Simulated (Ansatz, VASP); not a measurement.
**Two plane-wave programs on HfN**

File INCAR:

```
SYSTEM = HfN
PREC     = Accurate       ! precision mode
ENCUT    = 520            ! plane-wave cutoff, eV
EDIFF    = 1E-6           ! SCF threshold, eV
ISMEAR   = -1             ! smearing method
SIGMA    = 0.1            ! smearing width, eV
LREAL    = .FALSE.        ! projectors in reciprocal space
LASPH    = .TRUE.         ! aspherical terms in the spheres
NELM     = 80             ! most SCF steps
ALGO     = Normal         ! electronic algorithm
ISIF     = 2              ! what is computed and relaxed
LWAVE    = .FALSE.        ! write WAVECAR
LCHARG   = .TRUE.         ! write CHGCAR
GGA      = PE             ! functional
LELF     = .TRUE.         ! ELF
LVHAR    = .TRUE.       
NBANDS   = 14             ! bands
```

File KPOINTS:

```
Automatic mesh
0
G
  11 11 11
  0 0 0
```

Contents of POSCAR:

```
HfN
1.0
    0.0000000000      2.3288239405      2.3288239405
    2.3288239405      0.0000000000      2.3288239405
    2.3288239405      2.3288239405      0.0000000000
Hf N
1 1
Direct
    0.0000000000      0.0000000000      0.0000000000
    0.5000000000      0.5000000000      0.5000000000
```

Input for Ansatz:

```yaml
crystal:
  lattice:
    - [0.0, 2.3288239404695643, 2.3288239404695643]
    - [2.3288239404695643, 0.0, 2.3288239404695643]
    - [2.3288239404695643, 2.3288239404695643, 0.0]
  atoms:
    - { symbol: Hf, position: [0.0, 0.0, 0.0] }
    - { symbol: "N", position: [0.5, 0.5, 0.5] }
basis:
  ecutwfc: 450.0
kpoints:
  mp_grid:
    grid: [11, 11, 11]
hamiltonian:
  xc: pbe
scf:
  occupations:
    method: fermi_dirac
output:
  stress: true
```

Alike in both runs: task single point; functional PBE; k mesh 11 × 11 × 11; no spin polarisation.

|  | VASP | Ansatz |
| --- | --- | --- |
| version | VASP 6.6.1 | Ansatz 0.2.0 |
| potentials or method | VASP PAW PBE potentials, release 64 (Hf_pv, N) | plane waves, PAW |
| plane-wave cutoff (eV) | 520 | 450 |
| occupations | fermi-dirac, width 0.1 eV | fermi-dirac |
| valence electrons in the cell | 15 | 31 |

```csv
,VASP,Ansatz,Ansatz less VASP
pressure (GPa),-18.1,-16.1,+2.05
```

The two sets of potentials don't hold the same shells in valence.

Caveats: so large a pressure means that the cell lies far from this level's equilibrium, or that cutoff or potentials fall short (VASP). The runs have no spin-orbit coupling, so splittings on Hf are missing.
